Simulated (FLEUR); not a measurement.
# Ce (Fm-3m) in FLEUR: notebook

Runs on Ce. Level: r2SCAN. Tasks: equation of state.

Everything below comes from runs of FLEUR MaX-R8.1 (later development tree). Logs are shortened: lines on timing, memory, paths and dates and some standing lists are left out, and cuts for length are marked.

**1. Starting point**

The structure is cubic, space group Fm-3m (No. 225). The conventional cell has a = 5.161 Å, b = 5.161 Å, c = 5.161 Å, α = 90.00°, β = 90.00°, γ = 90.00°. Ce (site symmetry m-3m) has 12 Ce at 3.65 Å as nearest neighbours.

**2. Equation of state, r2SCAN, collinear spin, ferromagnetic start, 34.37 Å³/atom**

inp.xml

```xml
<?xml version="1.0" encoding="UTF-8" standalone="no"?>
<fleurInput fleurInputVersion="0.39">
   <comment>
      Ce                                                                                                  
   </comment>
   <calculationSetup>
      <cutoffs Kmax="4.1" Gmax="12.7" GmaxXC="12.7" numbands="0"/>
      <scfLoop itmax="60" minDistance="0.00001" maxIterBroyd="15" imix="Anderson" alpha="0.05" precondParam="0.0" spinf="2.0" sdNocoIR="T"/>
      <coreElectrons ctail="F" frcor="F" kcrel="0" coretail_lmax="0"/>
      <xcFunctional name="LibXC" relativisticCorrections="F">
         <LibXCName exchange="mgga_x_r2scan" correlation="mgga_c_r2scan"/>
         <AuxGGA exchange="117" correlation="130"/>
      </xcFunctional>
      <magnetism jspins="2"/>
      <soc l_soc="F" theta="0.0" phi="0.0" spav="F"/>
      <expertModes spex="0" secvar="F"/>
      <geometryOptimization l_f="F" forcealpha="1.0" forcemix="BFGS" epsdisp="0.00001" epsforce="0.00001"/>
      <ldaU l_linMix="F" mixParam="0.05" spinf="1.0"/>
   </calculationSetup>
   <cell>
      <bzIntegration valenceElectrons="12.0" mode="hist" fermiSmearingEnergy="0.00183747">
         <kPointListSelection listName="default-1"/>
         <!-- k-points included here -->
         <xi:include xmlns:xi="http://www.w3.org/2001/XInclude" href="kpts.xml"> </xi:include>
      </bzIntegration>
      <!-- symmetry operations included here -->
      <xi:include xmlns:xi="http://www.w3.org/2001/XInclude" href="sym.xml"> </xi:include>
      <bulkLattice scale="1.0000000000">
         <bravaisMatrix>
            <row-1>    0.0000000000000000     4.8766272371427597     4.8766272371427597</row-1>
            <row-2>    4.8766272371427597     0.0000000000000000     4.8766272371427597</row-2>
            <row-3>    4.8766272371427597     4.8766272371427597     0.0000000000000000</row-3>
         </bravaisMatrix>
      </bulkLattice>
   </cell>
   <atomSpecies>
      <species name="Cerium (Ce1.000" element="Ce" atomicNumber="58">
         <mtSphere radius="2.66" gridPoints="879" logIncrement="0.015"/>
         <atomicCutoffs lmax="11" lnonsphr="8"/>
         <electronConfig flipSpins="F">
            <coreConfig>(1s1/2) (2s1/2) (2p1/2) (2p3/2) (3s1/2) (3p1/2) (3p3/2) (4s1/2) (3d3/2) (3d5/2) (4p1/2) (4p3/2) (4d3/2) (4d5/2)</coreConfig>
            <valenceConfig>(5s1/2) (5p1/2) (5p3/2) (6s1/2) (5d3/2) (5d5/2) (4f5/2) (4f7/2)</valenceConfig>
            <stateOccupation state="(5d3/2)" spinUp="0.2" spinDown="0.2"/>
            <stateOccupation state="(5d5/2)" spinUp="0.3" spinDown="0.3"/>
            <stateOccupation state="(4f5/2)" spinUp="0.4285714285714" spinDown="0.0"/>
            <stateOccupation state="(4f7/2)" spinUp="0.5714285714286" spinDown="0.0"/>
         </electronConfig>
         <energyParameters s="6" p="5" d="5" f="4"/>
         <lo type="SCLO" l="0" n="5" eDeriv="0"/>
         <lo type="HELO" l="1" n="6" eDeriv="0"/>
         <lo type="HELO" l="1" n="6" eDeriv="1"/>
         <lo type="SCLO" l="2" n="5" eDeriv="2"/>
         <lo type="SCLO" l="3" n="4" eDeriv="2"/>
      </species>
   </atomSpecies>
   <atomGroups>
      <atomGroup species="Cerium (Ce1.000">
         <relPos label="                   1">.0000000000 .0000000000 .0000000000</relPos>
         <force calculate="T" relaxXYZ="TTT"/>
      </atomGroup>
   </atomGroups>
   <output dos="F" band="F" slice="F">
      <checks vchk="F" cdinf="F"/>
      <bandDOS minEnergy="-.5*Htr" maxEnergy="0.5*Htr" sigma="0.015" storeEVData="T"/>
      <vacuumDOS vacdos="F" integ="F" star="F" nstars="0" locx1="0.0" locy1="0.0" locx2="0.0" locy2="0.0" nstm="0" tworkf="0.0"/>
      <unfoldingBand unfoldBand="F" supercellX="1" supercellY="1" supercellZ="1"/>
      <plotting iplot="0" polar="F">
         <plot TwoD="T" vec1="  1.0  0.0  0.0" vec2="  0.0  1.0  0.0" vec3="  0.0  0.0  1.0" zero="  0.0  0.0  0.0" file="plot"/>
      </plotting>
      <chargeDensitySlicing numkpt="0" minEigenval="0.0" maxEigenval="0.0" nnne="0" pallst="F"/>
      <specialOutput eonly="F"/>
      <moessbauerParams electricFieldGradient="T" isomerShift="T" coreHyperfine="T" valenceHyperfine="T"/>
      <magneticCircularDichroism mcd="F" energyLo="-10.0" energyUp="0.0"/>
   </output>
  <!-- We include the file relax.xml here to enable relaxations (see documentation) -->
  <xi:include xmlns:xi="http://www.w3.org/2001/XInclude" href="relax.xml"> <xi:fallback/> </xi:include>
</fleurInput>
```

Potentials or basis: all-electron, FLAPW.

Command:

```console
> inpgen -f crystal.txt -profile fastHighL
> # inp.xml edited to the form shown
> fleur_MPI
```

The log of the run:

```text
Welcome to FLEUR        (www.flapw.de)
      MaX-Release 8.1          (www.max-centre.eu)
 func_ids         498         497         498         497
 MetaGGA potential functional detected - V_tau will be computed
 Auxiliary Potential for radial basis: exchange=         117  correlation=         130
The functional 'Re-regularized SCAN exchange by Furness et al' is an exchange functional, it belongs to the 'MGGA' family and is defined in the reference(s):
[1] J. W. Furness, A. D. Kaplan, J. Ning, J. P. Perdew, and J. Sun.,  J. Phys. Chem. Lett. 11, 8208-8215 (2020)
[2] J. W. Furness, A. D. Kaplan, J. Ning, J. P. Perdew, and J. Sun.,  J. Phys. Chem. Lett. 11, 9248-9248 (2020)
The functional 'Re-regularized SCAN correlation by Furness et al' is a correlation functional, it belongs to the 'MGGA' family and is defined in the reference(s):
[1] J. W. Furness, A. D. Kaplan, J. Ning, J. P. Perdew, and J. Sun.,  J. Phys. Chem. Lett. 11, 8208-8215 (2020)
[2] J. W. Furness, A. D. Kaplan, J. Ning, J. P. Perdew, and J. Sun.,  J. Phys. Chem. Lett. 11, 9248-9248 (2020)
 Using same functional for VXC and EXC

 ========== k-point set info ==========
 Selected k-point list: default-1
 k-point list type: mesh
 9 x 9 x 9
 Number of k points: 35

 ------------Calculation Setup---------------------------
 Number of MPI-tasks      :            1
 Number of PE/node        :            1
 Number of OMP-threads    :            1
 Most efficient MPI parallelization for:
           1           5           7          35
 Additional eigenvalue parallelization possible
 Number of basis functions:          318
 Approximate size of matrices (H+S) per k-point:         0.002 GB
 --------------------------------------------------------
The functional 'Hammer, Hansen, and Norskov' is an exchange functional, it belongs to the 'GGA' family and is defined in the reference(s):
[1] B. Hammer, L. B. Hansen, and J. K. Nørskov.,  Phys. Rev. B 59, 7413 (1999)
The functional 'Perdew, Burke & Ernzerhof' is a correlation functional, it belongs to the 'GGA' family and is defined in the reference(s):
[1] J. P. Perdew, K. Burke, and M. Ernzerhof.,  Phys. Rev. Lett. 77, 3865 (1996)
[2] J. P. Perdew, K. Burke, and M. Ernzerhof.,  Phys. Rev. Lett. 78, 1396 (1997)
 Using same functional for VXC and EXC
 Using auxiliary GGA potential for the first iteration of MetaGGA calculation.
 Reset of history
 Reset of history
 Iteration:     1   Distance:      34.87431550 me/bohr^3
The functional 'Hammer, Hansen, and Norskov' is an exchange functional, it belongs to the 'GGA' family and is defined in the reference(s):
[1] B. Hammer, L. B. Hansen, and J. K. Nørskov.,  Phys. Rev. B 59, 7413 (1999)
The functional 'Perdew, Burke & Ernzerhof' is a correlation functional, it belongs to the 'GGA' family and is defined in the reference(s):
[1] J. P. Perdew, K. Burke, and M. Ernzerhof.,  Phys. Rev. Lett. 77, 3865 (1996)
[2] J. P. Perdew, K. Burke, and M. Ernzerhof.,  Phys. Rev. Lett. 78, 1396 (1997)
 Using same functional for VXC and EXC
 Iteration:     2   Distance:      34.26276857 me/bohr^3
The functional 'Hammer, Hansen, and Norskov' is an exchange functional, it belongs to the 'GGA' family and is defined in the reference(s):
[1] B. Hammer, L. B. Hansen, and J. K. Nørskov.,  Phys. Rev. B 59, 7413 (1999)
The functional 'Perdew, Burke & Ernzerhof' is a correlation functional, it belongs to the 'GGA' family and is defined in the reference(s):
[1] J. P. Perdew, K. Burke, and M. Ernzerhof.,  Phys. Rev. Lett. 77, 3865 (1996)
[2] J. P. Perdew, K. Burke, and M. Ernzerhof.,  Phys. Rev. Lett. 78, 1396 (1997)
 Using same functional for VXC and EXC
 Iteration:     3   Distance:      31.87009877 me/bohr^3
The functional 'Hammer, Hansen, and Norskov' is an exchange functional, it belongs to the 'GGA' family and is defined in the reference(s):
[1] B. Hammer, L. B. Hansen, and J. K. Nørskov.,  Phys. Rev. B 59, 7413 (1999)
The functional 'Perdew, Burke & Ernzerhof' is a correlation functional, it belongs to the 'GGA' family and is defined in the reference(s):
[1] J. P. Perdew, K. Burke, and M. Ernzerhof.,  Phys. Rev. Lett. 77, 3865 (1996)
[2] J. P. Perdew, K. Burke, and M. Ernzerhof.,  Phys. Rev. Lett. 78, 1396 (1997)
 Using same functional for VXC and EXC
 Iteration:     4   Distance:      26.42215156 me/bohr^3
The functional 'Hammer, Hansen, and Norskov' is an exchange functional, it belongs to the 'GGA' family and is defined in the reference(s):
[1] B. Hammer, L. B. Hansen, and J. K. Nørskov.,  Phys. Rev. B 59, 7413 (1999)
The functional 'Perdew, Burke & Ernzerhof' is a correlation functional, it belongs to the 'GGA' family and is defined in the reference(s):
[1] J. P. Perdew, K. Burke, and M. Ernzerhof.,  Phys. Rev. Lett. 77, 3865 (1996)
[2] J. P. Perdew, K. Burke, and M. Ernzerhof.,  Phys. Rev. Lett. 78, 1396 (1997)
 Using same functional for VXC and EXC
 Iteration:     5   Distance:      32.41269407 me/bohr^3
The functional 'Hammer, Hansen, and Norskov' is an exchange functional, it belongs to the 'GGA' family and is defined in the reference(s):
[1] B. Hammer, L. B. Hansen, and J. K. Nørskov.,  Phys. Rev. B 59, 7413 (1999)
The functional 'Perdew, Burke & Ernzerhof' is a correlation functional, it belongs to the 'GGA' family and is defined in the reference(s):
[1] J. P. Perdew, K. Burke, and M. Ernzerhof.,  Phys. Rev. Lett. 77, 3865 (1996)
[2] J. P. Perdew, K. Burke, and M. Ernzerhof.,  Phys. Rev. Lett. 78, 1396 (1997)
 Using same functional for VXC and EXC
 Iteration:     6   Distance:       5.35746526 me/bohr^3
The functional 'Hammer, Hansen, and Norskov' is an exchange functional, it belongs to the 'GGA' family and is defined in the reference(s):
[1] B. Hammer, L. B. Hansen, and J. K. Nørskov.,  Phys. Rev. B 59, 7413 (1999)
The functional 'Perdew, Burke & Ernzerhof' is a correlation functional, it belongs to the 'GGA' family and is defined in the reference(s):
[1] J. P. Perdew, K. Burke, and M. Ernzerhof.,  Phys. Rev. Lett. 77, 3865 (1996)
[2] J. P. Perdew, K. Burke, and M. Ernzerhof.,  Phys. Rev. Lett. 78, 1396 (1997)
 Using same functional for VXC and EXC
 Iteration:     7   Distance:       2.69480077 me/bohr^3
The functional 'Hammer, Hansen, and Norskov' is an exchange functional, it belongs to the 'GGA' family and is defined in the reference(s):
[1] B. Hammer, L. B. Hansen, and J. K. Nørskov.,  Phys. Rev. B 59, 7413 (1999)
The functional 'Perdew, Burke & Ernzerhof' is a correlation functional, it belongs to the 'GGA' family and is defined in the reference(s):
[1] J. P. Perdew, K. Burke, and M. Ernzerhof.,  Phys. Rev. Lett. 77, 3865 (1996)
[2] J. P. Perdew, K. Burke, and M. Ernzerhof.,  Phys. Rev. Lett. 78, 1396 (1997)
 Using same functional for VXC and EXC
 Iteration:     8   Distance:       4.09352534 me/bohr^3
The functional 'Hammer, Hansen, and Norskov' is an exchange functional, it belongs to the 'GGA' family and is defined in the reference(s):
[1] B. Hammer, L. B. Hansen, and J. K. Nørskov.,  Phys. Rev. B 59, 7413 (1999)
The functional 'Perdew, Burke & Ernzerhof' is a correlation functional, it belongs to the 'GGA' family and is defined in the reference(s):
[1] J. P. Perdew, K. Burke, and M. Ernzerhof.,  Phys. Rev. Lett. 77, 3865 (1996)
[2] J. P. Perdew, K. Burke, and M. Ernzerhof.,  Phys. Rev. Lett. 78, 1396 (1997)
 Using same functional for VXC and EXC
 Iteration:     9   Distance:       5.67257293 me/bohr^3
[... 302 lines left out ...]
[1] B. Hammer, L. B. Hansen, and J. K. Nørskov.,  Phys. Rev. B 59, 7413 (1999)
The functional 'Perdew, Burke & Ernzerhof' is a correlation functional, it belongs to the 'GGA' family and is defined in the reference(s):
[1] J. P. Perdew, K. Burke, and M. Ernzerhof.,  Phys. Rev. Lett. 77, 3865 (1996)
[2] J. P. Perdew, K. Burke, and M. Ernzerhof.,  Phys. Rev. Lett. 78, 1396 (1997)
 Using same functional for VXC and EXC
 Iteration:    53   Distance:       0.00008362 me/bohr^3
The functional 'Hammer, Hansen, and Norskov' is an exchange functional, it belongs to the 'GGA' family and is defined in the reference(s):
[1] B. Hammer, L. B. Hansen, and J. K. Nørskov.,  Phys. Rev. B 59, 7413 (1999)
The functional 'Perdew, Burke & Ernzerhof' is a correlation functional, it belongs to the 'GGA' family and is defined in the reference(s):
[1] J. P. Perdew, K. Burke, and M. Ernzerhof.,  Phys. Rev. Lett. 77, 3865 (1996)
[2] J. P. Perdew, K. Burke, and M. Ernzerhof.,  Phys. Rev. Lett. 78, 1396 (1997)
 Using same functional for VXC and EXC
 Iteration:    54   Distance:       0.00015627 me/bohr^3
The functional 'Hammer, Hansen, and Norskov' is an exchange functional, it belongs to the 'GGA' family and is defined in the reference(s):
[1] B. Hammer, L. B. Hansen, and J. K. Nørskov.,  Phys. Rev. B 59, 7413 (1999)
The functional 'Perdew, Burke & Ernzerhof' is a correlation functional, it belongs to the 'GGA' family and is defined in the reference(s):
[1] J. P. Perdew, K. Burke, and M. Ernzerhof.,  Phys. Rev. Lett. 77, 3865 (1996)
[2] J. P. Perdew, K. Burke, and M. Ernzerhof.,  Phys. Rev. Lett. 78, 1396 (1997)
 Using same functional for VXC and EXC
 Iteration:    55   Distance:       0.00001721 me/bohr^3
The functional 'Hammer, Hansen, and Norskov' is an exchange functional, it belongs to the 'GGA' family and is defined in the reference(s):
[1] B. Hammer, L. B. Hansen, and J. K. Nørskov.,  Phys. Rev. B 59, 7413 (1999)
The functional 'Perdew, Burke & Ernzerhof' is a correlation functional, it belongs to the 'GGA' family and is defined in the reference(s):
[1] J. P. Perdew, K. Burke, and M. Ernzerhof.,  Phys. Rev. Lett. 77, 3865 (1996)
[2] J. P. Perdew, K. Burke, and M. Ernzerhof.,  Phys. Rev. Lett. 78, 1396 (1997)
 Using same functional for VXC and EXC
 Iteration:    56   Distance:       0.00001575 me/bohr^3
The functional 'Hammer, Hansen, and Norskov' is an exchange functional, it belongs to the 'GGA' family and is defined in the reference(s):
[1] B. Hammer, L. B. Hansen, and J. K. Nørskov.,  Phys. Rev. B 59, 7413 (1999)
The functional 'Perdew, Burke & Ernzerhof' is a correlation functional, it belongs to the 'GGA' family and is defined in the reference(s):
[1] J. P. Perdew, K. Burke, and M. Ernzerhof.,  Phys. Rev. Lett. 77, 3865 (1996)
[2] J. P. Perdew, K. Burke, and M. Ernzerhof.,  Phys. Rev. Lett. 78, 1396 (1997)
 Using same functional for VXC and EXC
 Iteration:    57   Distance:       0.00001044 me/bohr^3
The functional 'Hammer, Hansen, and Norskov' is an exchange functional, it belongs to the 'GGA' family and is defined in the reference(s):
[1] B. Hammer, L. B. Hansen, and J. K. Nørskov.,  Phys. Rev. B 59, 7413 (1999)
The functional 'Perdew, Burke & Ernzerhof' is a correlation functional, it belongs to the 'GGA' family and is defined in the reference(s):
[1] J. P. Perdew, K. Burke, and M. Ernzerhof.,  Phys. Rev. Lett. 77, 3865 (1996)
[2] J. P. Perdew, K. Burke, and M. Ernzerhof.,  Phys. Rev. Lett. 78, 1396 (1997)
 Using same functional for VXC and EXC
 Iteration:    58   Distance:       0.00000289 me/bohr^3

 ********************************************************************
 Run finished successfully
 Stop message:
   all done
 ********************************************************************
```

It took 2.4 min on 1 thread of Arm Neoverse V2, shared host; peak memory 0.14 GiB.

Results:

```yaml
Free_energy: -241232.5867 eV
Band_gap_on_the_k_mesh: none (metal or under the smearing width)
Net_moment: 1.36 μB per cell
Site_moments: Ce +1.06 μB
Valence_electrons_inside_the_program's_atomic_spheres: Ce 9.41 (radii Ce 2.66 bohr)
```

Caveat: the magnetic or orbital state may not be the lowest; the meta-GGA is that of a development version, with a GGA for the radial functions and cores and without core tails; spin-orbit coupling is left out, which moves the levels of the heavy elements.

**3. Equation of state, r2SCAN, collinear spin, ferromagnetic start, 35.75 Å³/atom (volume scaled by 1.04)**

Edit inp.xml of step 2 so:

```diff
@@ -27,3 +27,3 @@
       <xi:include xmlns:xi="http://www.w3.org/2001/XInclude" href="sym.xml"> </xi:include>
-      <bulkLattice scale="1.0000000000">
+      <bulkLattice scale="1.0131594038">
          <bravaisMatrix>
```

Potentials or basis: all-electron, FLAPW.

Command:

```console
> inpgen -f crystal.txt -profile fastHighL
> # inp.xml edited to the form shown
> fleur_MPI
```

It took 2.7 min on 1 thread of Arm Neoverse V2, shared host; peak memory 0.15 GiB.

It converged, with:

```
Free energy                                           : -241232.5688 eV
Band gap on the k mesh                                : none (metal or under the smearing width)
Net moment                                            : 1.43 μB per cell
Site moments                                          : Ce +1.10 μB
Valence electrons inside the program's atomic spheres : Ce 9.39 (radii Ce 2.66 bohr)
```

Caveat: the magnetic or orbital state may not be the lowest; the meta-GGA is that of a development version, with a GGA for the radial functions and cores and without core tails; spin-orbit coupling is left out, which moves the levels of the heavy elements.

**4. Equation of state, r2SCAN, collinear spin, ferromagnetic start, 36.43 Å³/atom (volume scaled by 1.06)**

Edit inp.xml of step 3 so:

```diff
@@ -27,3 +27,3 @@
       <xi:include xmlns:xi="http://www.w3.org/2001/XInclude" href="sym.xml"> </xi:include>
-      <bulkLattice scale="1.0131594038">
+      <bulkLattice scale="1.0196128224">
          <bravaisMatrix>
```

Command:

```console
> inpgen -f crystal.txt -profile fastHighL
> # inp.xml edited to the form shown
> fleur_MPI
```

Wall time 98 s (1 thread of Arm Neoverse V2, shared host); peak memory 0.15 GiB.

Results (log left out):

- Free energy: -241232.5585 eV
- Band gap on the k mesh: none (metal or under the smearing width)
- Net moment: 1.45 μB per cell
- Site moments: Ce +1.12 μB
- Valence electrons inside the program's atomic spheres: Ce 9.37 (radii Ce 2.66 bohr)

Caveat: the magnetic or orbital state may not be the lowest; the meta-GGA is that of a development version, with a GGA for the radial functions and cores and without core tails; spin-orbit coupling is left out, which moves the levels of the heavy elements.
